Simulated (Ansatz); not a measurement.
## Vibrational response of Sc2Al

These are results of DFT PBEsol, scalar-relativistic, plane waves, PAW (Ansatz), not measurements. Settings: 420 eV plane-wave cutoff, Γ-centred 12×12×6 mesh, Fermi-Dirac smearing of 0.15 eV. No spin polarisation. Phonons by linear response, acoustic sum rule imposed.

Relaxed structure:
```
Sc Al
1.0
     4.85095    0.00000    0.00000
    -2.42547    4.20105    0.00000
     0.00000    0.00000    6.09566
Sc Al
4 2
Direct
  0.00000 0.00000 0.00000
  0.00000 0.00000 0.50000
  0.33333 0.66667 0.75000
  0.66667 0.33333 0.25000
  0.33333 0.66667 0.25000
  0.66667 0.33333 0.75000
```

In a metal, frequencies and elastic constants depend on the k mesh and the smearing, soft modes and shear constants most.

Question: Is this structure stable against zone-centre distortions?

Answer: Yes, at Γ: no optical mode is imaginary. Strains and other wave vectors aren't tested by this run.

Question: List the optical modes at Γ (i marks imaginary ones).

Answer:
```tsv
frequency (THz)	degeneracy
2.74	1
4.35	2
5.05	2
6.10	1
6.16	2
6.77	1
6.89	1
7.13	1
8.98	2
9.16	2
```

Cost: 1 run of about 4.4 core-minutes, on AMD EPYC 9R45 (Zen 5) (shared hosts).